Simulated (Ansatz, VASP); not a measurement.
# One calculation of InP, two programs

File INCAR:

```
SYSTEM = InP
PREC     = Accurate       ! precision mode
ENCUT    = 520            ! plane-wave cutoff, eV
EDIFF    = 1E-6           ! SCF threshold, eV
ISMEAR   = -1             ! smearing method
SIGMA    = 0.05           ! smearing width, eV
LREAL    = .False.        ! projectors in reciprocal space
LASPH    = .True.         ! aspherical terms in the spheres
NELM     = 60             ! most SCF steps
ALGO     = Normal         ! electronic algorithm
ISIF     = 2              ! what is computed and relaxed
LWAVE    = .False.        ! write WAVECAR
LCHARG   = .True.         ! write CHGCAR
GGA      = PE             ! functional
LELF     = .True.         ! ELF
LVHAR    = .True.       
NBANDS   = 16             ! bands
```

The input KPOINTS:

```
regular mesh
0
Gamma
  11 11 11
  0 0 0
```

The input POSCAR:

```
InP
1.0
    0.0000000000      2.8550000000      2.8550000000
    2.8550000000      0.0000000000      2.8550000000
    2.8550000000      2.8550000000      0.0000000000
In P
1 1
Direct
    0.0000000000      0.0000000000      0.0000000000
    0.5000000000      0.5000000000      0.5000000000
```

Input for Ansatz:

```yaml
crystal:
  lattice:
    - [0.0, 2.855, 2.855]
    - [2.855, 0.0, 2.855]
    - [2.855, 2.855, 0.0]
  atoms:
    - { symbol: In, position: [0.0, 0.0, 0.0] }
    - { symbol: P, position: [0.5, 0.5, 0.5] }
kpoints:
  mp_grid: { grid: [11, 11, 11] }
scf:
  occupations: { method: fermi_dirac, width: 0.05 }
hamiltonian:
  xc: pbe
  pseudopotentials: { kind: all_electron, lapw: { basis_error: 0.01 } }
output:
  forces: true
  stress: true
  eigenvalues: true
```

Alike in both runs: task single point; functional PBE; k mesh 11 × 11 × 11; occupations fermi-dirac, width 0.05 eV; no spin polarisation.

```csv
,VASP,Ansatz
version,VASP 6.6.1,Ansatz 0.2.0
potentials or method,"VASP PAW PBE potentials, release 64 (In_d, P)","all-electron LAPW, scalar-relativistic"
plane-wave cutoff (eV),520,see its input
```

VASP gave:

* pressure (GPa): -5.4

Problem. Which values does Ansatz return?

Solution. Pressure (GPa): -5.3.

Ansatz ran all-electron here, so the differences hold the error of VASP's frozen core and of both bases.
